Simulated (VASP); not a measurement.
A run of VASP 6.6.1 is set up as follows.

The input INCAR:

```
SYSTEM = PbF2
PREC = Accurate ; ENCUT = 520
EDIFF = 1E-7 ; ISMEAR = 0
SIGMA = 1.0 ; LREAL = .False.
LASPH = .True. ; NELM = 100
ALGO = Fast ; ISIF = 3
LWAVE = .False. ; LCHARG = .False.
GGA = PE ; IBRION = 2
NSW = 80 ; EDIFFG = -0.002
```

The input KPOINTS:

```
regular mesh
0
Gamma
  10 10 10
  0 0 0
```

POSCAR

```
PbF2
1.0
    0.0000000000      2.9636600000      2.9636600000
    2.9636600000      0.0000000000      2.9636600000
    2.9636600000      2.9636600000      0.0000000000
Pb F
1 2
Direct
    0.0000000000      0.0000000000      0.0000000000
    0.2500000000      0.2500000000      0.2500000000
    0.7500000000      0.7500000000      0.7500000000
```

Potentials or basis: VASP PAW PBE potentials, release 64 (Pb_d, F).

Launch:

```sh
$ cat potpaw_PBE.64/Pb_d/POTCAR potpaw_PBE.64/F/POTCAR > POTCAR
$ mpirun -np 1 vasp_std > vasp.out
```

**Question.** Estimate the band gap on the k mesh.

**Answer.** 4.43 eV, indirect (least direct gap 4.56 eV).

**Question.** Predict the space group after relaxing (to 0.05 Å).

**Answer.** Fm-3m (No. 225).

The path:
```csv
step,energy change (eV),largest force (eV/Å),pressure (GPa),volume (Å³)
1,0.0000,0.0000,2.47,52.06
2,-0.0127,0.0000,-0.39,54.11
3,-0.0131,0.0000,0.00,53.80
```

Caveat: spin-orbit coupling is left out, which as a rule narrows the gap of such compounds by several tenths of an eV. A k mesh can miss the band edges.
